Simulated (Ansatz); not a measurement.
Runs of Ansatz 0.2.0 on Mg. Symmetry: P6/mmm, No. 191, hexagonal system. Conventional cell: a = 3.050 Å, b = 3.050 Å, c = 3.045 Å, α = 90.00°, β = 90.00°, γ = 120.00°. Mg (site symmetry 6/mmm) has 8 Mg at 3.04 to 3.05 Å as nearest neighbours. This isn't the form of Mg at room conditions, which is hcp.

| level | cutoff (eV) | gap on the mesh (eV) | pressure (GPa) |
| --- | --- | --- | --- |
| PBE0 | 420 | none | (a) |
| LDA | 420 | none | -0.2 |
| r2SCAN | 500 | none | 1.0 |
| r2SCAN0 | 500 | none | 1.2 |
| HSE06 | 420 | none | 1.7 |
| PBEsol | 420 | none | (b) |

Alike in all rows: task projected density of states; potentials or basis Ansatz PAW; no spin polarisation; cell as given; k mesh 6 × 6 × 5; smearing fermi-dirac 0.05 eV; the mesh is coarse, so values aren't converged.

Fill in the values left out.

(a) 1.6; (b) 0.9.

Caveats: all runs use coarse meshes; the PAW data sets come from PBE, with cores solved anew for the run's functional, which leaves a small shift of forces and pressure; the thresholds are loose for stress (some runs).

A gap of «none» marks a metal or a gap under the smearing width.
